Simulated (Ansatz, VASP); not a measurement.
## One calculation of P, two programs

```
P
1.0
     2.39533    0.00000    0.00000
     0.00000    2.39533    0.00000
     0.00000    0.00000    2.39537
P
1
Direct
  0.00000 0.00000 0.00000
```

Alike in both runs: functional PBE; dispersion D3(BJ); k mesh 18 × 18 × 18; occupations gaussian, width 0.1 eV; no spin polarisation.

Ansatz relaxed the structure, and its values are those at the end. VASP's run is a single point on that final structure, the one shown.

|  | VASP | Ansatz |
| --- | --- | --- |
| version | VASP 6.6.1 | Ansatz 0.2.0 |
| potentials or method | VASP PAW PBE potentials, release 64 (P) | scalar-relativistic, plane waves, PAW |
| plane-wave cutoff (eV) | 520 | 420 |
| valence electrons in the cell | 5 | 5 |

```csv
,VASP,Ansatz,Ansatz less VASP
gap on the k mesh at the Fermi level (eV),none,none,-
pressure (GPa),1.6,2.0,+0.36
```

A gap of «none» marks a metal or a gap that the smearing closes. Ansatz warned: «near_symmetry_operations_not_taken».

Caveats: pairwise dispersion overbinds metals, which lowers pressure and volume.
